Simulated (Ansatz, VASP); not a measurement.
## C in VASP and in Ansatz

INCAR

```
SYSTEM = C
ALGO     = Normal         ! electronic algorithm
EDIFF    = 1E-6           ! SCF threshold, eV
ENCUT    = 520            ! plane-wave cutoff, eV
GGA      = PE             ! functional
ISIF     = 2              ! what is computed and relaxed
ISMEAR   = -1             ! smearing method
LASPH    = .True.         ! aspherical terms in the spheres
LCHARG   = .True.         ! write CHGCAR
LELF     = .True.         ! ELF
LREAL    = .False.        ! projectors in reciprocal space
LVHAR    = .True.       
LWAVE    = .False.        ! write WAVECAR
NBANDS   = 8              ! bands
NELM     = 100            ! most SCF steps
PREC     = Accurate       ! precision mode
SIGMA    = 0.1            ! smearing width, eV
```

KPOINTS

```
k-points
0
Gamma
  25 25 25
  0 0 0
```

Contents of POSCAR:

```
C
1.0
   -1.1244585367      1.1244585367      1.1244585367
    1.1244585367     -1.1244585367      1.1244585367
    1.1244585367      1.1244585367     -1.1244585367
C
1
Direct
    0.0000000000      0.0000000000      0.0000000000
```

Input for Ansatz:

```yaml
crystal:
  lattice:
    - [-1.1244585367, 1.1244585367, 1.1244585367]
    - [1.1244585367, -1.1244585367, 1.1244585367]
    - [1.1244585367, 1.1244585367, -1.1244585367]
  atoms:
    - { symbol: C, position: [0.0, 0.0, 0.0] }
kpoints:
  mp_grid: { grid: [25, 25, 25] }
scf:
  occupations: { method: fermi_dirac, width: 0.1 }
hamiltonian:
  xc: pbe
  pseudopotentials: { kind: all_electron, lapw: { basis_error: 0.001 } }
output:
  forces: true
  stress: true
  eigenvalues: true
  populations: true
```

Change from the starting cell: volume scaled by 0.85, LAPW.

Alike in both runs: task single point; functional PBE; k mesh 25 × 25 × 25; occupations fermi-dirac, width 0.1 eV; no spin polarisation.

```csv
,VASP,Ansatz
version,VASP 6.6.1,Ansatz 0.2.0
potentials or method,"VASP PAW PBE potentials, release 64 (C)","all-electron LAPW, scalar-relativistic"
plane-wave cutoff (eV),520,see its input
```

|  | VASP | Ansatz | Ansatz less VASP |
| --- | --- | --- | --- |
| pressure (GPa) | 42.2 | 41.8 | -0.32 |

Ansatz ran all-electron here, so the differences hold the error of VASP's frozen core and of both bases.

Caveats: so large a pressure means that the cell lies far from this level's equilibrium, or that cutoff or potentials fall short (VASP).
